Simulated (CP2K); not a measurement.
Se:

```
Se
1.0
     4.36620    0.00000    0.00000
    -2.18310    3.78124    0.00000
     0.00000    0.00000    4.95360
Se
3
Direct
  0.77460 0.77460 0.00000
  0.00000 0.22540 0.66667
  0.22540 0.00000 0.33333
```

Base run:

- Program: CP2K 2026.2
- Functional: HLE16
- Potentials or basis: GTH_POTENTIALS Se GTH-PBE-q6; DZVP-MOLOPT-SR-GTH basis
- Density cutoff: 6123 eV
- k mesh: 7 × 7 × 6
- Occupations: fermi-dirac, width 0.05 eV
- Spin: no spin polarisation

Its results: band gap on the k mesh 1.45 eV, indirect (least direct gap 1.65 eV); pressure -3.3 GPa; largest force 1.640 eV/Å.

Task: The run is repeated on the same cell with these changes: functional from HLE16 to PBE. What comes out?

Result: Band gap on the k mesh 1.21 eV, indirect (least direct gap 1.47 eV); pressure 3.6 GPa; largest force 0.609 eV/Å.

Caveats: the mesh misses the band edges, which the band path finds closer together; the basis of atomic orbitals isn't converged, which shifts pressures, moduli and gaps; the potentials were made for a functional far from this one (some runs); the potentials were made for another functional, which shifts forces and pressure (some runs).
